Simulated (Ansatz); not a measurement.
# Mo (Im-3m) in Ansatz: a series of runs

Aim: see how the results for Mo move with the level of theory and the settings. Levels: PBE, PBE+D3(BJ). Tasks: relaxation of cell and atoms.

All numbers are computed with Ansatz 0.2.0; they aren't measurements. Logs are shortened: lines on timing, memory, paths and dates and some standing lists are left out, and cuts for length are marked.

## Step 1: The crystal as given

The structure is cubic, space group Im-3m (No. 229). Conventional cell: a = 3.168 Å, b = 3.168 Å, c = 3.168 Å, α = 90.00°, β = 90.00°, γ = 90.00°. Mo (site symmetry m-3m) is surrounded by 8 Mo at 2.74 Å.

## Step 2: Relaxation of cell and atoms, PBE

Contents of input.yaml:

```yaml
crystal:
  lattice:
    - [-1.5838089719, 1.5838089719, 1.5838089719]
    - [1.5838089719, -1.5838089719, 1.5838089719]
    - [1.5838089719, 1.5838089719, -1.5838089719]
  atoms:
    - { symbol: Mo, position: [0.0, 0.0, 0.0] }
hamiltonian:
  xc: pbe
  pseudopotentials: { kind: paw }
kpoints:
  mp_grid: { grid: [12, 12, 12] }
scf:
  occupations: { method: fermi_dirac, width: 0.05 }
output:
  forces: true
  stress: true
  eigenvalues: true
  write_density: true
  write_potential: true
  elf: true
  volumetric_format: npy
relax:
  f_tol: 0.01
  max_steps: 40
  cell: { stress_tol: 0.05 }
```

Potentials or basis: Ansatz PAW.

Launch:

```sh
$ ansatz run input.yaml --threads 2 --pin off --max-ram 5632MiB --backend cpu --events-out ev --progress --plain --runs-dir out
```

The program printed:

```text
Warning: RAYON_NUM_THREADS=2 ignored (pool sized by the plan → 2); use --threads N
Engine: ansatz 0.2.0, aarch64-unknown-linux-gnu
Pseudopotentials: kind: paw
Pseudopotential: Mo, paw, valence charge 14, recommended cutoff 420 eV (normal), Mo.paw.azcp
Functional definition: PBE
  parameter kappa = 0.804
  parameter beta = 0.06672455060314922
  exchange = pbe_x(kappa = kappa, mu = beta*pi^2/3)
  correlation = pbe_c(beta = beta)
Crystal: 1 atoms, lattice volume = 15.892 Å³
Basis set: ecut = 420 eV, 321 PW (Γ), exchange–correlation on 40×40×40 points (8 copies of the dense FFT grid, shifted against one another)
Bands: 11, of which v1, the nominal top of the filled ones, is band 7 counted from 1 (6 counted from 0)
Symmetry: 48 space group operations
Space group: Im-3m (ITA 229), of the structure as read, at distance tolerance 2.5e-5 Å
k-points: 72 of 1728
Non-local potential: Mo, projectors of the file, l = 0: 3, l = 1: 2, l = 2: 2, l = 3: 1
PAW form: soft (Blöchl's): semilocal exchange-correlation on the pseudo side does not see the compensation charge
PAW one-centre angular grid: Mo, 590 points (default); XC on 64 Gauss nodes
Initial density: superposition of atomic densities (neutral atoms: chi_scale 0, normalization atom), corrected by the library's trained network
Initial wavefunctions: pseudopotential atomic-orbital guess
Functional: x = pbe(κ = 0.804, μ = 0.2195149727645171), c = pbe(β = 0.06672455060314922)
SCF iter   1: F=—  HF=-4956.037189 eV  |F-HF|=—  |Δ(HF+E_count)|=         —  Δρ=1.95e-3  dr2=3.61e-4  ethr=1.77e-3  ⟨swp⟩=5.1  Hψ=4640  notcnv=0
preconditioner: auto → none  [metal: Δε(μ)=0.069 eV  Ē_g=8.198 eV  σ=0.050 eV  W_gap=0.32  n_scr=0 (ndim 8)  ℏωp=22.8 eV  f_vac=0.000  D(μ)=0.32/eV (n_scr^D=0)]
SCF iter   2: F=—  HF=-4956.037214 eV  |F-HF|=—  |Δ(HF+E_count)|=   2.55e-5  Δρ=1.00e-3  dr2=5.86e-5  ethr=2.58e-6  ⟨swp⟩=2.6  Hψ=1900  notcnv=0
SCF iter   3: F=—  HF=-4956.037235 eV  |F-HF|=—  |Δ(HF+E_count)|=   2.06e-5  Δρ=2.46e-4  dr2=5.61e-6  ethr=4.19e-7  ⟨swp⟩=2.3  Hψ=1289  notcnv=0
SCF iter   4: F=—  HF=-4956.037237 eV  |F-HF|=—  |Δ(HF+E_count)|=   1.55e-6  Δρ=4.75e-5  dr2=1.25e-7  ethr=4.01e-8  ⟨swp⟩=2.2  Hψ=975  notcnv=0
iter 5 did not close the SCF: its close was put off for the readings that it lacked (scf_convergence_deferred on its scf_iter line)
SCF iter   5: F=-4956.037237 eV  HF=-4956.037237 eV  |F-HF|=1.42e-8  |Δ(HF+E_count)|=   1.58e-8  Δρ=1.77e-5  dr2=1.99e-8  ethr=8.90e-10  ⟨swp⟩=2.0  Hψ=1294  notcnv=0
SCF iter   6: F=-4956.037237 eV  HF=-4956.037237 eV  |F-HF|=1.54e-9  |Δ(HF+E_count)|=   6.37e-9  Δρ=6.37e-6  dr2=2.20e-9  ethr=1.42e-10  ⟨swp⟩=4.3  Hψ=3967  notcnv=0
SCF 1 converged in 6 iterations: F = -4956.037237 eV  dr2 = 2.20e-9
relax step   1: F+E_penalty+E_count = -4956.03723658 eV  Δ(F+E_penalty+E_count) = +0.000e0 eV  max|allowed force component| = 0.000e0 eV/Å  Δτ_max = 0.0000 Å  P = -1.853 GPa  Ω = 15.892 Å³  (6 SCF iters, dr2 threshold 1.00e-7 eV, accepted)
Crystal: 1 atoms, lattice volume = 15.543 Å³
Initial density: handed on by an earlier stage of this run
Initial wavefunctions: those handed on with the density
iter 1 solved again at ethr=7.89e-7 eV; its pass at ethr=3.10e-3 eV (dr2=1.11e-4 eV) is discarded
SCF iter   1: F=—  HF=-4956.035012 eV  |F-HF|=—  |Δ(HF+E_count)|=         —  Δρ=1.32e-3  dr2=1.05e-4  ethr=7.89e-7  ⟨swp⟩=2.0  Hψ=5771  notcnv=0
preconditioner: auto → none  [metal: Δε(μ)=0.067 eV  Ē_g=8.382 eV  σ=0.050 eV  W_gap=0.30  n_scr=0 (ndim 8)  ℏωp=23.1 eV  f_vac=0.000  D(μ)=0.30/eV (n_scr^D=0)]
SCF iter   2: F=—  HF=-4956.035048 eV  |F-HF|=—  |Δ(HF+E_count)|=   3.56e-5  Δρ=6.76e-4  dr2=2.34e-5  ethr=7.53e-7  ⟨swp⟩=1.0  Hψ=792  notcnv=0
SCF iter   3: F=—  HF=-4956.035064 eV  |F-HF|=—  |Δ(HF+E_count)|=   1.60e-5  Δρ=9.79e-5  dr2=1.39e-6  ethr=1.67e-7  ⟨swp⟩=2.0  Hψ=1188  notcnv=0
SCF iter   4: F=-4956.035063 eV  HF=-4956.035063 eV  |F-HF|=3.77e-9  |Δ(HF+E_count)|=   4.83e-7  Δρ=1.86e-5  dr2=1.34e-8  ethr=7.14e-10  ⟨swp⟩=5.7  Hψ=4397  notcnv=0
SCF 2 converged in 4 iterations: F = -4956.035063 eV  dr2 = 1.34e-8
relax step   2: F+E_penalty+E_count = -4956.03506316 eV  Δ(F+E_penalty+E_count) = +2.173e-3 eV  max|allowed force component| = 0.000e0 eV/Å  Δτ_max = 0.0000 Å  P = +4.060 GPa  Ω = 15.543 Å³  energy of the carried Pulay correction = +1.021e-4 eV  (4 SCF iters, dr2 threshold 1.00e-7 eV, rejected (line search))
Crystal: 1 atoms, lattice volume = 15.781 Å³
iter 1 solved again at ethr=4.27e-7 eV; its pass at ethr=3.10e-3 eV (dr2=5.98e-5 eV) is discarded
SCF iter   1: F=—  HF=-4956.037905 eV  |F-HF|=—  |Δ(HF+E_count)|=         —  Δρ=8.94e-4  dr2=4.93e-5  ethr=4.27e-7  ⟨swp⟩=2.1  Hψ=5774  notcnv=0
preconditioner: auto → none  [metal: Δε(μ)=0.056 eV  Ē_g=8.255 eV  σ=0.050 eV  W_gap=0.26  n_scr=0 (ndim 8)  ℏωp=22.9 eV  f_vac=0.000  D(μ)=0.32/eV (n_scr^D=0)]
SCF iter   2: F=—  HF=-4956.037922 eV  |F-HF|=—  |Δ(HF+E_count)|=   1.70e-5  Δρ=4.64e-4  dr2=1.13e-5  ethr=3.52e-7  ⟨swp⟩=1.0  Hψ=792  notcnv=0
SCF iter   3: F=—  HF=-4956.037929 eV  |F-HF|=—  |Δ(HF+E_count)|=   6.89e-6  Δρ=8.54e-5  dr2=1.13e-6  ethr=8.04e-8  ⟨swp⟩=2.0  Hψ=1247  notcnv=0
SCF iter   4: F=—  HF=-4956.037930 eV  |F-HF|=—  |Δ(HF+E_count)|=   1.07e-6  Δρ=1.61e-5  dr2=1.61e-8  ethr=8.09e-9  ⟨swp⟩=2.3  Hψ=1206  notcnv=0
SCF iter   5: F=—  HF=-4956.037930 eV  |F-HF|=—  |Δ(HF+E_count)|=  5.49e-10  Δρ=5.47e-6  dr2=3.81e-9  ethr=1.15e-10  ⟨swp⟩=2.0  Hψ=1298  notcnv=0
SCF iter   6: F=—  HF=-4956.037930 eV  |F-HF|=—  |Δ(HF+E_count)|=   1.56e-9  Δρ=1.18e-6  dr2=1.75e-10  ethr=2.72e-11  ⟨swp⟩=2.9  Hψ=1320  notcnv=0
SCF iter   7: F=-4956.037930 eV  HF=-4956.037930 eV  |F-HF|=9.09e-13  |Δ(HF+E_count)|=  7.46e-11  Δρ=1.11e-7  dr2=1.57e-12  ethr=1.00e-12  ⟨swp⟩=3.8  Hψ=3402  notcnv=0
SCF 3 converged in 7 iterations: F = -4956.037930 eV  dr2 = 1.57e-12
relax step   3: F+E_penalty+E_count = -4956.03793034 eV  Δ(F+E_penalty+E_count) = -6.938e-4 eV  max|allowed force component| = 0.000e0 eV/Å  Δτ_max = 0.0000 Å  P = -0.046 GPa  Ω = 15.781 Å³  energy of the carried Pulay correction = +3.223e-5 eV  (7 SCF iters, accepted)
Initial wavefunctions: pseudopotential atomic-orbital guess (no wavefunctions were taken with the density)
iter 1 solved again at ethr=2.27e-8 eV; its pass at ethr=3.10e-3 eV (dr2=3.17e-6 eV) is discarded
SCF iter   1: F=—  HF=-4956.037902 eV  |F-HF|=—  |Δ(HF+E_count)|=         —  Δρ=1.50e-5  dr2=4.98e-9  ethr=2.27e-8  ⟨swp⟩=3.2  Hψ=6993  notcnv=0
preconditioner: auto → none  [metal: Δε(μ)=0.057 eV  Ē_g=8.255 eV  σ=0.050 eV  W_gap=0.27  n_scr=0 (ndim 8)  ℏωp=22.9 eV  f_vac=0.000  D(μ)=0.32/eV (n_scr^D=0)]
SCF iter   2: F=—  HF=-4956.037900 eV  |F-HF|=—  |Δ(HF+E_count)|=   1.53e-6  Δρ=7.38e-6  dr2=1.10e-9  ethr=3.56e-11  ⟨swp⟩=2.3  Hψ=1198  notcnv=0
SCF iter   3: F=—  HF=-4956.037900 eV  |F-HF|=—  |Δ(HF+E_count)|=  7.35e-10  Δρ=4.85e-7  dr2=2.11e-11  ethr=7.89e-12  ⟨swp⟩=2.8  Hψ=1281  notcnv=0
SCF iter   4: F=-4956.037900 eV  HF=-4956.037900 eV  |F-HF|=0.00e0  |Δ(HF+E_count)|=  4.55e-12  Δρ=1.99e-7  dr2=1.76e-12  ethr=1.00e-12  ⟨swp⟩=5.2  Hψ=3006  notcnv=0
SCF 4 converged in 4 iterations: F = -4956.037900 eV  dr2 = 1.76e-12
relax step   4: F+E_penalty+E_count = -4956.03790029 eV  Δ(F+E_penalty+E_count) = +3.005e-5 eV  max|allowed force component| = 0.000e0 eV/Å  Δτ_max = 0.0000 Å  P = -0.045 GPa  Ω = 15.781 Å³  stress off target by 4.52e-2 GPa  SCF on the basis re-selected at this cell (its energy is not comparable with the rows above)  (4 SCF iters)
basis re-selected at this cell: Δ(F+E_penalty+E_count) = +3.005e-5 eV, ΔP = +0.001 GPa vs the last step (what re-selecting the basis moved, of the pressure what is left beyond the Pulay correction that the steps carried, after the strain that the cell walked since its last selection, with what the two solves' SCF thresholds leave and, on support functions, any second-order correction that the steps lacked; it is no measure of the basis error at this ecutwfc). This SCF's stress stands 4.52e-2 GPa from its target on what of the cell is left free (relax.cell.stress_tol is 5.00e-2 GPa) and its largest allowed force component is 0.00e0 eV/Å (relax.f_tol is 1.00e-2 eV/Å): within both
SCF converged after 4 iterations
Free energy (F): -4956.037900 eV
Harris-Foulkes:  -4956.037900 eV  (|F-HF|=0.00e0)
Internal energy: -4956.035376 eV  (E = F + TS)
E sigma→0 (E₀):  -4956.036638 eV
Entropy (-TS):   -0.002524 eV (-2.524 meV/atom)
Fermi energy:    20.827739 eV
--- Per-component energies (eV) ---
  E_band       = -57.969562
  E_kinetic    = 440.621587
  E_local      = -790.649421  (includes V_loc(G=0)·N_el)
  E_nonlocal   = 142.546743
  E_hartree    = 261.182369
  E_xc         = -183.499983
  E_vxc        = -229.023696  (∫ρ·V_xc dr)
  E_paw        = -3201.176647  (= ΣΔE_a)
  E_vpaw       = -143.829576  (= ΣTr[D̂ρ^β])
  E_aug_tail   = 0.000042  (compensation charges beyond the density's cutoff)
  E_ewald      = -1625.060067
  E_smearing   = -0.002524  (= −TS)
  E_closure    = 0.000000  (closes the sum)
  Σ components = -4956.037900   (vs F -4956.037900, Δ=0.00e0)
--- Forces (eV/Å), atoms counted from 1 ---
  atom   1  Mo    -0.00000000     0.00000000    -0.00000000
  max |Σ_I F_I| component: 4.42e-32 eV/Å
--- Stress (GPa, compression-positive) ---
       -0.045164       0.000000       0.000000
        0.000000      -0.045164       0.000000
        0.000000      -0.000000      -0.045164
  P = ⅓ Tr σ = -0.0452 GPa (-0.452 kbar)
--- Band table (eV; the first three rows and the last of 72) ---
  k-point 0: bands = ["-40.4069", "-13.6880", "-13.6880", "-13.6880", "13.6771", "19.5286", "19.5286", "19.5286", "22.5158", "22.5158", "35.5539"]
  k-point 1: bands = ["-40.3902", "-13.7852", "-13.7181", "-13.6887", "13.9777", "19.3612", "19.4974", "19.8125", "22.2828", "22.5217", "35.7665"]
  k-point 2: bands = ["-40.3443", "-14.0457", "-13.7994", "-13.6906", "14.7725", "18.9352", "19.3510", "20.6373", "21.9546", "22.5616", "36.0645"]
  k-point 71: bands = ["-39.9732", "-14.6253", "-14.6253", "-14.6253", "15.5116", "15.5116", "24.7967", "24.7967", "24.7967", "29.8508", "29.8508"]
--- Relaxed structure (3 steps of the walk, 2 accepted, 1 SCFs on fresh bases) ---
  F+E_penalty+E_count = -4956.03790029 eV   max|allowed force component| = 0.000e0 eV/Å   (the final SCF, on the basis selected at the relaxed cell)
  cell:  # Å, volume = 15.7807 Å³
    - [-1.5801138402763564, 1.5801138402763564, 1.5801138402763564]
    - [1.5801138402763564, -1.5801138402763564, 1.5801138402763564]
    - [1.5801138402763564, 1.5801138402763564, -1.5801138402763564]
  atoms:
    - { symbol: Mo, position: [0.0, 0.0, 0.0] }
```

Run time: 2.1 s. Hardware: 2 threads of Arm Neoverse V2, shared host; peak memory 0.27 GiB.

Results:

```yaml
Free_energy: -4956.0379 eV
Relaxed_volume: 15.78 Å³/atom
Relaxed_cell: a = 2.737 Å, b = 2.737 Å, c = 2.737 Å, α = 109.47°, β = 109.47°, γ = 109.47°
Space_group_after_relaxing_to_0.05_Å: Im-3m (No. 229)
Energy_gained_by_relaxing: 0.7 meV/atom
Ionic_steps: 3
Pressure_after_relaxing: 0.0 GPa
Band_gap_on_the_k_mesh: none (metal or under the smearing width)
```

Step by step:
```tsv
step	energy change (eV)	largest force (eV/Å)	volume (Å³)
1	0.0000	0.0000	15.89
2	-0.0007	0.0000	15.78
3	-0.0007	0.0000	15.78
```

Final structure:
```xyz
1
Lattice="-1.5801 1.5801 1.5801 1.5801 -1.5801 1.5801 1.5801 1.5801 -1.5801" Properties=species:S:1:pos:R:3 pbc="T T T"
Mo    0.0000    0.0000    0.0000
```

Levels at points of the mesh, in eV from the Fermi level:
```
              k point  band 4  band 5  band 6  band 7  band 8  band 9  band 10  band 11
   (0.00, 0.00, 0.00)  -34.52   -7.15   -1.30   -1.30   -1.30    1.69     1.69    14.73
  (0.00, 0.00, -0.50)  -34.53   -5.21   -3.31    1.63    1.71    2.33     4.72    11.52
(-0.50, -0.50, -0.50)  -35.45   -5.32   -5.32    3.97    3.97    3.97     9.02     9.02
```

Caveat: the plane-wave basis is chosen anew once the cell has moved, so the energies of steps on either side of that aren't comparable.

## Step 3: Relaxation of cell and atoms, PBE+D3(BJ)

Edit input.yaml of step 2 so:

```diff
@@ -10,2 +10,3 @@
   pseudopotentials: { kind: paw }
+  dispersion: d3bj
 kpoints:
@@ -18,6 +19,2 @@
   eigenvalues: true
-  write_density: true
-  write_potential: true
-  elf: true
-  volumetric_format: npy
 relax:
```

Potentials or basis: Ansatz PAW.

Launch:

```sh
$ ansatz run input.yaml --threads 2 --pin off --max-ram 5632MiB --backend cpu --events-out ev --progress --plain --runs-dir out
```

Run time: 2.5 s. Hardware: 2 threads of Arm Neoverse V2, shared host; peak memory 0.27 GiB.

It converged, with:

```
Free energy                            : -4956.7557 eV
Relaxed volume                         : 15.33 Å³/atom
Relaxed cell                           : a = 2.711 Å, b = 2.711 Å, c = 2.711 Å, α = 109.47°, β = 109.47°, γ = 109.47°
Space group after relaxing (to 0.05 Å) : Im-3m (No. 229)
Energy gained by relaxing              : 16.7 meV/atom
Ionic steps                            : 4
Pressure after relaxing                : 0.0 GPa
Band gap on the k mesh                 : none (metal or under the smearing width)
```

The path:
```
step  energy change (eV)  largest force (eV/Å)  volume (Å³)
   1              0.0000                0.0000        15.89
   2             -0.0166                0.0000        15.40
   3             -0.0168                0.0000        15.33
   4             -0.0167                0.0000        15.33
```

Final structure:
```
CELL_PARAMETERS angstrom
-1.56506 1.56506 1.56506
1.56506 -1.56506 1.56506
1.56506 1.56506 -1.56506
ATOMIC_POSITIONS crystal
Mo 0.00000 0.00000 0.00000
```

Levels at points of the mesh, in eV from the Fermi level:
```
              k point  band 4  band 5  band 6  band 7  band 8  band 9  band 10  band 11
   (0.00, 0.00, 0.00)  -34.45   -7.24   -1.35   -1.35   -1.35    1.74     1.74    14.77
  (0.00, 0.00, -0.50)  -34.46   -5.38   -3.44    1.75    1.78    2.43     4.93    11.97
(-0.50, -0.50, -0.50)  -35.47   -5.53   -5.53    4.14    4.14    4.14     9.25     9.25
```

Caveat: the plane-wave basis is chosen anew once the cell has moved, so the energies of steps on either side of that aren't comparable; pairwise dispersion overbinds metals, which lowers pressure and volume.
